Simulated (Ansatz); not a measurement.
Results of PBE-D4 (Ansatz, a program for electronic structure, plane waves, PAW) for cubic perovskite LaAlO3 (cubic high-temperature phase).

Settings: plane-wave cutoff 520 eV, 10×10×10 k mesh, Fermi–Dirac smearing 0.01 eV, scalar-relativistic PAW data made under PBE.

Cell (relaxed at this level):

Space group Pm-3m (No. 221); a = b = c = 3.786 Å, α = β = γ = 90.00°

| atom | site | symmetry | x | y | z |
|---|---|---|---|---|---|
| La | 1a | m-3m | 0.0000 | 0.0000 | 0.0000 |
| Al | 1b | m-3m | 0.5000 | 0.5000 | 0.5000 |
| O | 3c | 4/mm.m | 0.0000 | 0.5000 | 0.5000 |

Estimate the bulk modulus B0, band gap, smallest direct gap on the k points sampled and pressure derivative B′ of the bulk modulus that the calculation returns.


- bulk modulus B0: 200 GPa
- band gap: 3.54 eV
- smallest direct gap on the k points sampled: 3.64 eV
- pressure derivative B′ of the bulk modulus: 4.2

Measured, for comparison: bulk modulus 215 ± 4 GPa (room temperature, no zero-point or thermal correction, cubic phase above 14 GPa, extrapolated to zero pressure; as tabulated in Guennou et al. (2011), arXiv:1105.1276). Computed (rounded) less measured: bulk modulus -7 %.

Note: the relaxation could not lower the start's symmetry, so the cell can be a saddle point above a distorted one.

Spin–orbit coupling is not included.

The computed numbers hold no vibrational or temperature effects.

It cost very roughly 70 core-seconds of CPU time.
